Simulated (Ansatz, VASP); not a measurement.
Two plane-wave programs on Al2O3

The input INCAR:

```
SYSTEM = Al2O3
ALGO = Normal
EDIFF = 1E-6
ENCUT = 520
GGA = PE
ISIF = 2
ISMEAR = 0
LASPH = .True.
LCHARG = .False.
LREAL = .False.
LWAVE = .False.
NBANDS = 35
NELM = 80
PREC = Accurate
SIGMA = 0.05
```

File KPOINTS:

```
k-points
0
Gamma
  6 6 6
  0 0 0
```

POSCAR

```
Al2O3
1.0
    2.2482516337      1.2980286860      4.2010830028
   -2.2482516337      1.2980286860      4.2010830028
    0.0000000000     -2.5960573719      4.2010830028
Al O
4 6
Direct
    0.8521293568      0.8521293568      0.8521293568
    0.6478706432      0.6478706432      0.6478706432
    0.1478706432      0.1478706432      0.1478706432
    0.3521293568      0.3521293568      0.3521293568
    0.0561574040      0.4438425960      0.7500000000
    0.7500000000      0.0561574040      0.4438425960
    0.4438425960      0.7500000000      0.0561574040
    0.9438425960      0.5561574040      0.2500000000
    0.2500000000      0.9438425960      0.5561574040
    0.5561574040      0.2500000000      0.9438425960
```

Input for Ansatz:

```yaml
crystal:
  lattice:
    - [2.2482516337, 1.298028686, 4.2010830028]
    - [-2.2482516337, 1.298028686, 4.2010830028]
    - [0.0, -2.5960573719, 4.2010830028]
  atoms:
    - { symbol: Al, position: [0.8521293568, 0.8521293568, 0.8521293568] }
    - { symbol: Al, position: [0.6478706432, 0.6478706432, 0.6478706432] }
    - { symbol: Al, position: [0.1478706432, 0.1478706432, 0.1478706432] }
    - { symbol: Al, position: [0.3521293568, 0.3521293568, 0.3521293568] }
    - { symbol: O, position: [0.056157404, 0.443842596, 0.75] }
    - { symbol: O, position: [0.75, 0.056157404, 0.443842596] }
    - { symbol: O, position: [0.443842596, 0.75, 0.056157404] }
    - { symbol: O, position: [0.943842596, 0.556157404, 0.25] }
    - { symbol: O, position: [0.25, 0.943842596, 0.556157404] }
    - { symbol: O, position: [0.556157404, 0.25, 0.943842596] }
basis:
  ecutwfc: 520.0
kpoints:
  mp_grid: { grid: [6, 6, 6] }
hamiltonian:
  xc: pbe
  pseudopotentials: { kind: paw, azcp: { folder: soft_1 } }
scf:
  occupations: { method: gaussian, width: 0.05 }
output:
  forces: true
  stress: true
  eigenvalues: true
```

Alike in both runs: task single point; functional PBE; k mesh 6 × 6 × 6; occupations gaussian, width 0.05 eV; no spin polarisation.

|  | VASP | Ansatz |
| --- | --- | --- |
| version | VASP 6.6.1 | Ansatz 0.2.0 |
| potentials or method | VASP PAW PBE potentials, release 64 (Al, O) | scalar-relativistic, plane waves, PAW |
| plane-wave cutoff (eV) | 520 | 520 |
| valence electrons in the cell | 48 | 48 |

Ansatz gave:

- gap on the k mesh at the Fermi level (eV): 8.12
- least direct gap on the mesh (eV): 8.12
- rms of the force components (eV/Å): 0.190

Task: Estimate VASP's values.

Result: gap on the k mesh at the Fermi level (eV): 8.13; least direct gap on the mesh (eV): 8.13; rms of the force components (eV/Å): 0.186.

Atom by atom the forces differ by 0.004 eV/Å (rms over components).

 A k mesh can miss the band edges.
